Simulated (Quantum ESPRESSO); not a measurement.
BaZrO3 in Quantum ESPRESSO: the effect of functional

Crystal: BaZrO3.

```
Ba Zr O
1.0
     4.19134    0.00000    0.00000
     0.00000    4.19134    0.00000
     0.00000    0.00000    4.19134
Ba Zr O
1 1 3
Direct
  0.00000 0.00000 0.00000
  0.50000 0.50000 0.50000
  0.50000 0.50000 0.00000
  0.50000 0.00000 0.50000
  0.00000 0.50000 0.50000
```

Alike in all runs:

```yaml
Program: Quantum ESPRESSO 7.5
Task: phonons
Cutoff: 612 eV
Density_cutoff: 4898 eV
k_mesh: 2 × 2 × 2, shifted
Occupations: fermi-dirac, width 0.05 eV
Spin: no spin polarisation
```

Each run relaxes the cell or the atoms first.

```tsv
functional	potentials or basis	relaxed volume (Å³/atom)	dielectric constant (mean)	highest phonon frequency (cm⁻¹)
LDA	GBRV 1.5 LDA	14.28	4.79	539
PBEsol	GBRV 1.5 PBEsol	14.61	4.77	515
AM05	GBRV 1.5 PBE	14.72	4.75	502
RPBE	GBRV 1.5 PBE	15.42	4.55	463
PW91	GBRV 1.5 PBE	?	?	?
vdW-DF-cx	GBRV 1.5 PBE	14.71	4.71	518
```

What does the run with functional PW91 give?

Relaxed volume 15.06 Å³/atom; dielectric constant 4.64 mean; highest phonon frequency 489 cm⁻¹.

Caveats: all runs use coarse meshes; the potentials were made for another functional, which shifts forces and pressure (some runs).

Runs at the PBE level aren't shown here.
